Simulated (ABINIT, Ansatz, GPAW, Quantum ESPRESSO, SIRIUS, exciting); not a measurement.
**One calculation of W, 7 ways**

```
CELL_PARAMETERS angstrom
0.01192 2.00823 2.03186
2.02971 0.01106 2.03272
2.05415 2.03352 -0.01337
ATOMIC_POSITIONS crystal
W 0.99325 0.99126 0.01410
```

This isn't the form of W at room conditions, which is bcc.

The given cell was strained at random by a few per cent at fixed volume.

Alike in all runs: task single point; functional PBEsol; k mesh 11 × 11 × 11; occupations fermi-dirac, width 0.05 eV; no spin polarisation; no spin-orbit coupling. Pressure is positive in compression and, in plane waves, holds the error of the finite cutoff, which Ansatz's Pulay term estimates and takes out.

```
                                                         program and potentials  plane-wave cutoff (eV)                                                                                   notes  pressure (GPa)  energy over the undisturbed cell (meV/atom)
                                                             Ansatz, Ansatz PAW                     420  potentials made for PBE, which Ansatz adapts in part; Pulay term of +0.05 GPa included          -12.68                                        -4.43
                                              Quantum ESPRESSO, GBRV 1.5 PBEsol                     762                                                                                       -          -12.54                                        -4.44
                              GPAW, PAW data sets generated for this functional                     600                                                                                       -          -13.00                                        -4.38
                                ABINIT, PseudoDojo NC SR PBEsol v0.4.1 standard                    1007                                                                                       -          -12.53                                        -4.45
                                 Ansatz, all-electron LAPW, scalar-relativistic                       -                                                                                       -          -12.58                                            -
exciting, all-electron LAPW+lo, shipped species files, valence relativity iora*                       -                                                                                       -               -                                        -4.65
                 SIRIUS, PseudoDojo 0.4.1 PBEsol standard (scalar relativistic)                    1030                                                                                       -          -12.54                                        -4.44
```

The pressure spans -13.00 (GPAW, PAW data sets generated for this functional) to -12.53 GPa (ABINIT, PseudoDojo NC SR PBEsol v0.4.1 standard), with all-electron results at -12.58. The cell lies far from this level's equilibrium.

Differences between rows come from potentials, basis sets and numerical settings, since the functional is the same but for its coding. Runs on potential files found faulty are left out.
